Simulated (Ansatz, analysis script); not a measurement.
# Magnetovolume effects in a free-standing triangular Ru monolayer, spacing 2.603 Å

Wanted: energy and moment of a free-standing triangular Ru monolayer, spacing 2.603 Å against in-plane size, with typed moments, small moments and no spin.

Program: Ansatz 0.2.0. Level of theory: PBE, PAW set soft_1. Results are calculated unless marked as measured.

### 1. The starting structure

The cell holds 1 atom: 1 Ru. Cell: a = 2.603 Å, b = 2.603 Å, c = 14.000 Å, α = 90.0°, β = 90.0°, γ = 120.0°. An idealised lattice of chosen spacing, in vacuum. Vacuum lies along c.

### 2. Two spin channels first

The work starts on two spin channels, which tell the size of the moments.

input.yaml

```yaml
crystal:
  lattice:
    - [2.603, 0.0, 0.0]
    - [-1.3015, 2.254264, 0.0]
    - [0.0, 0.0, 14.0]
  atoms:
    - { symbol: Ru, position: [0.0, 0.0, 0.5], spin: 1.5 }
magnetization:
  spin_polarized: true
kpoints:
  mp_grid: { grid: [19, 19, 1] }
hamiltonian:
  xc: pbe
  pseudopotentials: { kind: paw, azcp: { folder: soft_1 } }
scf:
  occupations: { method: fermi_dirac, width: 0.05 }
  max_iter: 120
  convergence: { dr2_threshold: 1.0e-08 }
  lower_state_search: "off"
```

Launch:

```bash
$ ansatz run input.yaml --threads 2 --pin off --max-ram 5120MiB --backend cpu --events-out ev --progress --plain --runs-dir out
```

Numbers of over 12 decimals in the logs are rounded to 6 here.

The program printed:

```text
Engine: ansatz 0.2.0, aarch64-unknown-linux-gnu
Pseudopotentials: kind: paw
Pseudopotential: Ru, paw, valence charge 16, recommended cutoff 420 eV (normal), soft_1/Ru.paw.azcp
Functional definition: PBE
  parameter kappa = 0.804
  parameter beta = 0.066725
  exchange = pbe_x(kappa = kappa, mu = beta*pi^2/3)
  correlation = pbe_c(beta = beta)
Crystal: 1 atoms, lattice volume = 82.150 Å³
Basis set: ecut = 420 eV, 1637 PW (Γ)
Bands: 13, of which v1, the nominal top of the filled ones, is band 8 counted from 1 (7 counted from 0)
Symmetry: 24 space group operations
Space group: P6/mmm (ITA 191), of the structure as read, at distance tolerance 4.3e-5 Å
Magnetic group: BNS 191.233 (UNI 1463), of the structure as read, at distance tolerance 4.3e-5 Å
k-points: 40 of 361
Non-local potential: Ru, projectors of the file, l = 0: 3, l = 1: 2, l = 2: 2, l = 3: 1
PAW form: soft (Blöchl's): semilocal exchange-correlation on the pseudo side does not see the compensation charge
PAW one-centre angular grid: Ru, 590 points (default); XC on 64 Gauss nodes
Initial density: superposition of atomic densities (neutral atoms: chi_scale 0, normalization atom)
Starting moments: Σ|m| = 1.5 μB on 1 of 1 site
Initial wavefunctions: pseudopotential atomic-orbital guess
Functional: x = pbe(κ = 0.804, μ = 0.219515), c = pbe(β = 0.066725)
SCF iter   1: F=—  HF=-5876.702189 eV  |F-HF|=—  |Δ(HF+E_count)|=         —  Δρ=3.47e-2 (↑3.47e-2 ↓1.84e-2)  dr2=1.23e0  dr2_m=2.89e-1  M=1.167 μB ∫|m|=1.167 μB  β_m=0.30  ethr=3.10e-3  ⟨swp⟩=6.7  Hψ=6517  notcnv=0
preconditioner: auto → LDOS  [metal: Δε(μ)=0.014 eV  Ē_g=7.922 eV  σ=0.050 eV  W_gap=0.07  n_scr=8 (ndim 8)  ℏωp=11.6 eV  f_vac=0.675  D(μ)=2.17/eV (n_scr^D=8)]
spin=Collinear: LDOS preconditioning applied to the charge; magnetization (m = ρ↑ − ρ↓) channel mixes plain (no charge-response kernel on spin).
SCF iter   2: F=—  HF=-5876.505312 eV  |F-HF|=—  |Δ(HF+E_count)|=   1.97e-1  Δρ=2.07e-2 (↑2.07e-2 ↓1.35e-2)  dr2=3.95e-1  dr2_m=1.35e-1  M=1.218 μB ∫|m|=1.218 μB  β_m=0.30  ethr=3.10e-3  ⟨swp⟩=3.0  Hψ=2444  notcnv=0  defer=8
SCF iter   3: F=—  HF=-5876.430282 eV  |F-HF|=—  |Δ(HF+E_count)|=   7.50e-2  Δρ=1.07e-2 (↑8.74e-3 ↓1.07e-2)  dr2=1.47e-2  dr2_m=6.28e-2  M=1.222 μB ∫|m|=1.223 μB  β_m=0.30  ethr=2.47e-3  ⟨swp⟩=2.2  Hψ=1787  notcnv=0  defer=8
SCF iter   4: F=—  HF=-5876.456689 eV  |F-HF|=—  |Δ(HF+E_count)|=   2.64e-2  Δρ=7.36e-3 (↑7.36e-3 ↓7.18e-3)  dr2=6.70e-3  dr2_m=3.80e-2  M=1.211 μB ∫|m|=1.211 μB  β_m=0.30  ethr=9.20e-5  ⟨swp⟩=2.5  Hψ=2347  notcnv=0  defer=9
SCF iter   5: F=—  HF=-5876.469521 eV  |F-HF|=—  |Δ(HF+E_count)|=   1.28e-2  Δρ=5.51e-3 (↑5.30e-3 ↓5.51e-3)  dr2=8.24e-4  dr2_m=2.17e-2  M=1.203 μB ∫|m|=1.203 μB  β_m=0.30  ethr=4.19e-5  ⟨swp⟩=2.0  Hψ=1764  notcnv=0  defer=9
SCF iter   6: F=—  HF=-5876.476325 eV  |F-HF|=—  |Δ(HF+E_count)|=   6.80e-3  Δρ=4.24e-3 (↑4.24e-3 ↓4.02e-3)  dr2=3.90e-4  dr2_m=1.28e-2  M=1.199 μB ∫|m|=1.200 μB  β_m=0.30  ethr=5.15e-6  ⟨swp⟩=2.5  Hψ=2167  notcnv=0  defer=9
SCF iter   7: F=—  HF=-5876.479901 eV  |F-HF|=—  |Δ(HF+E_count)|=   3.58e-3  Δρ=3.18e-3 (↑3.09e-3 ↓3.18e-3)  dr2=3.66e-5  dr2_m=7.38e-3  M=1.196 μB ∫|m|=1.197 μB  β_m=0.30  ethr=2.44e-6  ⟨swp⟩=2.2  Hψ=1771  notcnv=0  defer=9
Mixer restart at iter 7: flushing history
spin-set hold released at iteration 7 (site moments contracting): the magnetisation degrees of freedom join the quasi-Newton model from the next iteration; the mixer history was flushed
SCF iter   8: F=—  HF=-5876.482129 eV  |F-HF|=—  |Δ(HF+E_count)|=   2.23e-3  Δρ=2.46e-3 (↑2.35e-3 ↓2.46e-3)  dr2=4.27e-5  dr2_m=4.33e-3  M=1.193 μB ∫|m|=1.194 μB  β_m=0.65  ethr=2.29e-7  ⟨swp⟩=2.9  Hψ=1867  notcnv=0  defer=9
SCF iter   9: F=—  HF=-5876.485565 eV  |F-HF|=—  |Δ(HF+E_count)|=   3.44e-3  Δρ=1.86e-4 (↑1.86e-4 ↓1.86e-4)  dr2=1.82e-5  dr2_m=1.23e-5  M=1.185 μB ∫|m|=1.187 μB  β_m=0.82  ethr=2.29e-7  ⟨swp⟩=3.7  Hψ=2639  notcnv=0  defer=9
SCF iter  10: F=—  HF=-5876.485584 eV  |F-HF|=—  |Δ(HF+E_count)|=   1.84e-5  Δρ=6.12e-5 (↑2.88e-5 ↓6.12e-5)  dr2=3.60e-6  dr2_m=7.56e-7  M=1.185 μB ∫|m|=1.187 μB  β_m=0.84  ethr=1.14e-7  ⟨swp⟩=2.6  Hψ=1933  notcnv=0  defer=9
SCF iter  11: F=—  HF=-5876.485584 eV  |F-HF|=—  |Δ(HF+E_count)|=   3.12e-7  Δρ=2.32e-5 (↑2.32e-5 ↓2.27e-5)  dr2=6.76e-7  dr2_m=1.31e-7  M=1.184 μB ∫|m|=1.186 μB  β_m=0.75  ethr=2.25e-8  ⟨swp⟩=2.5  Hψ=1679  notcnv=0  defer=9
SCF iter  12: F=—  HF=-5876.485584 eV  |F-HF|=—  |Δ(HF+E_count)|=   2.28e-7  Δρ=9.04e-6 (↑9.04e-6 ↓7.18e-6)  dr2=2.73e-8  dr2_m=4.16e-8  M=1.184 μB ∫|m|=1.186 μB  β_m=0.87  ethr=4.23e-9  ⟨swp⟩=2.8  Hψ=1702  notcnv=0  defer=9
SCF iter  13: F=—  HF=-5876.485584 eV  |F-HF|=—  |Δ(HF+E_count)|=   1.09e-7  Δρ=4.48e-6 (↑3.59e-6 ↓4.48e-6)  dr2=3.75e-9  dr2_m=1.10e-8  M=1.184 μB ∫|m|=1.186 μB  β_m=0.94  ethr=6.25e-11  ⟨swp⟩=3.0  Hψ=2345  notcnv=0
iter 14 did not close the SCF: its close was put off for a magnetic moment that had not settled (scf_convergence_deferred on its scf_iter line)
SCF iter  14: F=-5876.485584 eV  HF=-5876.485584 eV  |F-HF|=2.40e-9  |Δ(HF+E_count)|=   1.90e-8  Δρ=3.20e-6 (↑3.20e-6 ↓1.88e-6)  dr2=6.75e-9  dr2_m=3.83e-9  M=1.184 μB ∫|m|=1.186 μB  β_m=0.97  ethr=2.34e-11  ⟨swp⟩=3.0  Hψ=2206  notcnv=0
SCF iter  15: F=-5876.485584 eV  HF=-5876.485584 eV  |F-HF|=5.82e-11  |Δ(HF+E_count)|=   3.76e-9  Δρ=4.83e-7 (↑4.83e-7 ↓3.07e-7)  dr2=1.49e-10  dr2_m=1.04e-10  M=1.184 μB ∫|m|=1.186 μB  ethr=2.34e-11  ⟨swp⟩=1.0  Hψ=3142  notcnv=0
SCF 1 converged in 15 iterations: F = -5876.485584 eV  dr2 = 1.49e-10
  greatest PAW one-centre occupation: 1.000 electrons in one spin orbital (limit 2), on the Ru atom at site 0 (counted from 0), in its partial waves of l = 0
SCF converged after 15 iterations
Magnetization: 1.1835 μB (8.5918 up, 7.4082 down)
Absolute magnetization: 1.1857 μB (∫|ρ↑−ρ↓|, with the PAW one-centre terms)
Spin contamination: 0.0062 ħ² per cell (⟨S²⟩ above its minimum at these occupations)
Per-site moments (μB) at R_I (Å): [(0.970754, 1.073737)]
Free energy (F): -5876.485584 eV
Harris-Foulkes:  -5876.485584 eV  (|F-HF|=5.82e-11)
Internal energy: -5876.467820 eV  (E = F + TS)
E sigma→0 (E₀):  -5876.476702 eV
Entropy (-TS):   -0.017764 eV (-17.764 meV/atom)
Fermi energy:    -0.687012 eV
--- Per-component energies (eV) ---
  E_band       = -427.172885
  E_kinetic    = 455.527016
  E_local      = -8600.476511  (includes V_loc(G=0)·N_el)
  E_nonlocal   = 416.527019
  E_hartree    = 3899.593048
  E_xc         = -166.802905
  E_vxc        = -210.546380  (∫ρ·V_xc dr)
  E_paw        = -3502.463927  (= ΣΔE_a)
  E_vpaw       = -287.391889  (= ΣTr[D̂ρ^β])
  E_aug_tail   = 0.000659  (compensation charges beyond the density's cutoff)
  E_ewald      = 1621.627780
  E_smearing   = -0.017764  (= −TS)
  E_closure    = -0.000000  (closes the sum)
  Σ components = -5876.485584   (vs F -5876.485584, Δ=0.00e0)
```

Elapsed: 3 s, on 2 threads of Arm Neoverse V2, shared host; peak memory 0.31 GiB.

Reading the cycles: dr2 is the Hartree energy of the density residual (eV), the measure of convergence; HF is the Harris–Foulkes estimate of the energy, which meets the free energy F at convergence.

Spin moment in the atom's sphere by atom:

```csv
atom,spin moment in the atom's sphere (μB)
Ru1,0.971
```

The run ends ferromagnetic, with a net moment of 1.18 μB a cell. With one Ru atom carrying the moment, parallel order of its images is forced by the cell, not found.

### 3. Mesh refined

Levels at the Fermi energy are partly filled, so moments and energy differences can hang on the k-mesh, and the state is solved again on a denser one.

input.yaml, the sections that differ from step 2:

```yaml
crystal:
  lattice:
    - [2.603, 0.0, 0.0]
    - [-1.3015, 2.254264, 0.0]
    - [0.0, 0.0, 14.0]
  atoms:
    - { symbol: Ru, position: [0.0, 0.0, 0.5], spin: 0.97 }
kpoints:
  mp_grid: { grid: [24, 24, 1] }
basis:
  ecutwfc: 420.0
checkpoint:
  read: start
  write: ck
  compress: false
  write_wavefunctions: false
  write_every: 100000
# magnetization, hamiltonian, scf: as in step 2
```

The program printed:

```text
[...]
Magnetization: 1.2832 μB (8.6416 up, 7.3584 down)
Absolute magnetization: 1.2842 μB (∫|ρ↑−ρ↓|, with the PAW one-centre terms)
[...]
Per-site moments (μB) at R_I (Å): [(1.060104, 1.073737)]
Free energy (F): -5876.492667 eV
[...]
Internal energy: -5876.478309 eV  (E = F + TS)
E sigma→0 (E₀):  -5876.485488 eV
Entropy (-TS):   -0.014358 eV (-14.358 meV/atom)
Fermi energy:    -0.660131 eV
[...]
[key lines of the parts left out:]
SCF converged after 8 iterations
```

Wall time 2.8 s (2 threads); peak memory 0.35 GiB; 5.3 s of CPU time.

Spin moment in the atom's sphere by atom:

```csv
atom,spin moment in the atom's sphere (μB)
Ru1,1.06
```

The run ends ferromagnetic, with a net moment of 1.28 μB a cell, against 1.18 μB on the first mesh.

The cell's area in the plane is scaled by the factor named; fractional positions stay, and energies count from the lowest run.

### 4. Factor 0.8, typed moments

Three starts at each size show whether high-spin, low-spin and non-magnetic states coexist. One mesh, built for the smallest cell, and one cutoff serve all sizes, so that energies can be subtracted.

input.yaml, the sections that differ from step 3:

```yaml
crystal:
  lattice:
    - [2.32819398, 0.0, 0.0]
    - [-1.16409699, 2.01627502, 0.0]
    - [0.0, 0.0, 14.0]
  atoms:
    - { symbol: Ru, position: [0.0, 0.0, 0.5], spin: 1.5 }
kpoints:
  mp_grid: { grid: [26, 26, 1] }
output:
  stress: true
# magnetization, hamiltonian, scf, basis: as in step 3
# checkpoint: removed
```

Launch:

```bash
$ ansatz run input.yaml --threads 1 --pin off --max-ram 2560MiB --backend cpu --events-out ev --progress --plain --runs-dir out
```

The program printed:

```text
Warning: crystal.lattice misses the space group found at crystal.symmetry.tolerance 1.0e-5 in a digit that the deck types, which is why this is a warning: making the lattice exact moves one of its numbers by a whole unit of that number's last typed decimal, or more. The operation that it misses by the most changes a squared length by the fraction 9.59e-8. The run uses the lattice that is a stretch of the typed one, w [...]
Warning: output.stress: scf.convergence.dr2_threshold = 1e-8 eV is looser than the 1e-10 eV advised for a printed stress (1e-10 eV for each atom of the cell: 1). What an SCF threshold leaves in a stress goes as its square root, and in the free energy as the threshold itself, and one threshold admits the most on a small cell: [figures from the program's tests cut] Set scf.convergence.dr2_threshold to 1e-10 eV or tighter. The threshold is an SCF's pass mark: one that does not reach it within its budget of iterations ends unconverged, or closes short of it on a stop that the run arms, and scf.convergence.dr2_threshold's page says what that costs each kind of run
[...]
Crystal: 1 atoms, lattice volume = 65.720 Å³
Basis set: ecut = 420 eV, 1259 PW (Γ)
Bands: 13, of which v1, the nominal top of the filled ones, is band 8 counted from 1 (7 counted from 0)
Symmetry: 24 space group operations
[...]
k-points: 70 of 676
[...]
Starting moments: Σ|m| = 1.5 μB on 1 of 1 site
[...]
SCF iter   1: F=—  HF=-5875.871990 eV  |F-HF|=—  |Δ(HF+E_count)|=         —  Δρ=4.09e-2 (↑4.09e-2 ↓2.40e-2)  dr2=7.24e-1  dr2_m=4.55e-1  M=0.846 μB ∫|m|=0.846 μB  β_m=0.30  ethr=3.10e-3  ⟨swp⟩=7.9  Hψ=12932  notcnv=0
[...]
SCF iter  16: F=-5875.818482 eV  HF=-5875.818482 eV  |F-HF|=1.82e-11  |Δ(HF+E_count)|=  1.65e-10  Δρ=2.51e-7 (↑2.51e-7 ↓2.09e-7)  dr2=7.43e-11  dr2_m=1.03e-11  M=0.434 μB ∫|m|=0.437 μB  ethr=8.46e-12  ⟨swp⟩=2.4  Hψ=6142  notcnv=0
SCF 1 converged in 16 iterations: F = -5875.818482 eV  dr2 = 7.43e-11
[...]
SCF converged after 16 iterations
Magnetization: 0.4338 μB (8.2169 up, 7.7831 down)
Absolute magnetization: 0.4369 μB (∫|ρ↑−ρ↓|, with the PAW one-centre terms)
[...]
Per-site moments (μB) at R_I (Å): [(0.318605, 0.960380)]
Free energy (F): -5875.818482 eV
[...]
Internal energy: -5875.804713 eV  (E = F + TS)
E sigma→0 (E₀):  -5875.811598 eV
Entropy (-TS):   -0.013769 eV (-13.769 meV/atom)
Fermi energy:    0.431955 eV
[...]
--- Stress (GPa, compression-positive) ---
       22.157933       0.000000      -0.000000
        0.000000      22.157933       0.000000
       -0.000000       0.000000      -0.002190
  P = ⅓ Tr σ = 14.7712 GPa (147.712 kbar)
```

Run time: 9 s. Hardware: 1 thread; peak memory 0.34 GiB.

It ends ferromagnetic, with 0.319 μB on the largest site.

### 5. Factor 0.8, starting moments cut to 30 %

The density is converged from the given moments; the state reached depends on that start.

Edit input.yaml of step 4 so:

```diff
@@ -6,3 +6,3 @@
   atoms:
-    - { symbol: Ru, position: [0.0, 0.0, 0.5], spin: 1.5 }
+    - { symbol: Ru, position: [0.0, 0.0, 0.5], spin: 0.45 }
 magnetization:
```

The program printed:

```text
[...]
Crystal: 1 atoms, lattice volume = 65.720 Å³
Basis set: ecut = 420 eV, 1259 PW (Γ)
Bands: 13, of which v1, the nominal top of the filled ones, is band 8 counted from 1 (7 counted from 0)
Symmetry: 24 space group operations
[...]
k-points: 70 of 676
[...]
Internal energy: -5875.804713 eV  (E = F + TS)
E sigma→0 (E₀):  -5875.811598 eV
Entropy (-TS):   -0.013769 eV (-13.769 meV/atom)
Fermi energy:    0.431972 eV
[...]
--- Stress (GPa, compression-positive) ---
       22.158000      -0.000000      -0.000000
        0.000000      22.158000       0.000000
       -0.000000       0.000000      -0.002171
  P = ⅓ Tr σ = 14.7713 GPa (147.713 kbar)
[key lines of the parts left out:]
SCF converged after 18 iterations
Magnetization: 0.4338 μB (8.2169 up, 7.7831 down)
Free energy (F): -5875.818482 eV
```

Wall time 9.6 s (1 thread); peak memory 0.34 GiB.

It ends ferromagnetic, with 0.319 μB on the largest site.

### 6. Factor 0.94, typed moments

The density is converged from the given moments; the state reached depends on that start.

input.yaml, the sections that differ from step 5:

```yaml
crystal:
  lattice:
    - [2.52370213, 0.0, 0.0]
    - [-1.26185107, 2.18559004, 0.0]
    - [0.0, 0.0, 14.0]
  atoms:
    - { symbol: Ru, position: [0.0, 0.0, 0.5], spin: 1.5 }
# magnetization, kpoints, hamiltonian, scf, basis, output: as in step 5
```

The program printed:

```text
[...]
Crystal: 1 atoms, lattice volume = 77.221 Å³
Basis set: ecut = 420 eV, 1529 PW (Γ)
Bands: 13, of which v1, the nominal top of the filled ones, is band 8 counted from 1 (7 counted from 0)
Symmetry: 24 space group operations
[...]
k-points: 70 of 676
[...]
Internal energy: -5876.504966 eV  (E = F + TS)
E sigma→0 (E₀):  -5876.513313 eV
Entropy (-TS):   -0.016694 eV (-16.694 meV/atom)
Fermi energy:    -0.450427 eV
[...]
--- Stress (GPa, compression-positive) ---
        1.032725       0.000000       0.000000
        0.000000       1.032725       0.000000
        0.000000       0.000000      -0.001239
  P = ⅓ Tr σ = 0.6881 GPa (6.881 kbar)
[key lines of the parts left out:]
SCF converged after 16 iterations
Magnetization: 0.9191 μB (8.4596 up, 7.5404 down)
Free energy (F): -5876.521660 eV
```

It took 9.7 s on 1 thread; peak memory 0.37 GiB.

It ends ferromagnetic, with 0.727 μB on the largest site.

For the largest spin moment in the atom's sphere, step 4 gave 0.319 μB; this run, with scale 0.94, gives 0.727 μB (+128 %).

[end of part 1 of 2]

[Logs and program files are shortened in this print: banners, set-up blocks, solver, clock and traceback lines can be left out without a mark of their own.]

[Logs are printed without paths, hosts, clocks, repeated set-up lines and the standing remarks that a program may print on its own settings, such as how far it seeks lower states.]

[Hosts, paths, dates, database ids (printed as entryN), source tags and the programs' standing remarks are cut or masked in the printed files.]

[Where the input sets lower_state_search to off, the program did not look for lower states, so one may exist.]
